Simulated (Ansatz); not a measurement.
# Does disorder add resistance in series? Au(111) layers with 75 % Os

Two lengths of the disordered region are known. What area resistance does the third give?

How it was computed: Ansatz 0.2.0, plane waves with PAW datasets at their recommended cutoffs (420 eV for most), Fermi-Dirac smearing; ballistic transmission by layer matching. The area resistance is RA = A (h/2e²)(1/T − 1/N), with T the zone-mean transmission per spin and N the lead's channels, both averaged over a few energies near the Fermi level; for magnets each spin is taken apart, with h/e², and the two conduct in parallel. Lateral cell 2x2, PBE, a fresh random draw for each length.

Results; the value marked ? is to be predicted:

```
length (Å)  channels N  RA (fΩ m²)
      9.42       3.183        1.51
      18.8       3.210        2.23
      28.3       3.203           ?
```

Worked fit:

Ohm's law makes RA linear in the length: the slope is (2.23 − 1.51)/(18.8 − 9.42) = 0.0759 fΩ m² per Å, or 76 µΩ cm. Then 2.23 + 0.0759 × 9.42. Predicted: 2.94 fΩ m².

What the run gave:

2.78 fΩ m², so the prediction is 5.8 % too high. The three lengths together give 67 µΩ cm. The two increments are 0.71 and 0.55 fΩ m², roughly as Ohm's law has it, though with one draw for each length that is a weak test.

Caveats: The scatterers repeat sideways with the small cell. The slope is a raw one; a model of isotropic scattering puts it 1.01 times the bulk value over these lengths. Atoms sit unrelaxed on the host's lattice, and the pair may not mix at random in practice. Spin-orbit coupling is left out, which matters for Au and Os.

[Logs are printed without paths, hosts, clocks, repeated set-up lines and the standing remarks that a program may print on its own settings, such as how far it seeks lower states.]
